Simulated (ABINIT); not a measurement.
A run of ABINIT 10.8.3 (patched build) is set up as follows.

File run.abi:

```
ndtset 2

pp_dirpath "./"
pseudos "Al.GGA_PBE-JTH.xml"

acell 2.8635066922 2.8635066922 2.8635066922 Angstrom
rprim
     0.0000000000     0.7071067812     0.7071067812
     0.7071067812     0.0000000000     0.7071067812
     0.7071067812     0.7071067812     0.0000000000
ntypat 1
znucl 13
natom 1
typat 1
xcart
     0.0000000000     0.0000000000     0.0000000000

ecut 544.227725 eV
pawecutdg 40.0

ixc -106131

occopt 3
tsmear 0.05 eV

nstep 100

iomode 3
prtwf 0
prteig 0
prtebands 0
prtden1 1

kptopt1 1
ngkpt1 11 11 11
nshiftk1 1
shiftk1 0.0 0.0 0.0
nband1 6
tolvrs1 1.0e-9

iscf2 -2
getden2 1
nband2 10
nbdbuf2 2
tolwfr2 1.0e-12
kptopt2 -9
ndivsm2 6
prteig2 1
kptbounds2
     0.0000000000     0.0000000000     0.0000000000
     0.5000000000     0.0000000000     0.5000000000
     0.5000000000     0.2500000000     0.7500000000
     0.3750000000     0.3750000000     0.7500000000
     0.0000000000     0.0000000000     0.0000000000
     0.5000000000     0.5000000000     0.5000000000
     0.6250000000     0.2500000000     0.6250000000
     0.5000000000     0.2500000000     0.7500000000
     0.5000000000     0.5000000000     0.5000000000
     0.3750000000     0.3750000000     0.7500000000
```

Potentials or basis: JTH PAW PBE v2.0.

Launch:

```sh
$ abinit run.abi > log 2>&1
```

**Question.** What does it give for the band gap on the k mesh?

**Answer.** None (metal or under the smearing width).

**Question.** Predict the pressure.

**Answer.** 3.3 GPa.

Levels at the corners of the path, in eV from the Fermi level:
```
point  band 1  band 2  band 3  band 4  band 5
    Γ  -11.11   12.60   12.60   12.60   13.77
    X   -2.95   -1.61    5.32    5.46    5.46
    W   -0.87   -0.87    0.33    0.83   15.73
    K   -1.91   -1.33   -0.48    6.43    8.17
    Γ  -11.11   12.60   12.60   12.60   13.77
    L   -4.52   -4.48   11.08   11.08   11.52
    U   -1.91   -1.33   -0.48    6.43    8.17
    W   -0.87   -0.87    0.33    0.83   15.73
    L   -4.52   -4.48   11.08   11.08   11.52
    K   -1.91   -1.33   -0.48    6.43    8.17
```

Caveat: the PAW data sets were made with another functional, which shifts forces and pressure a little.
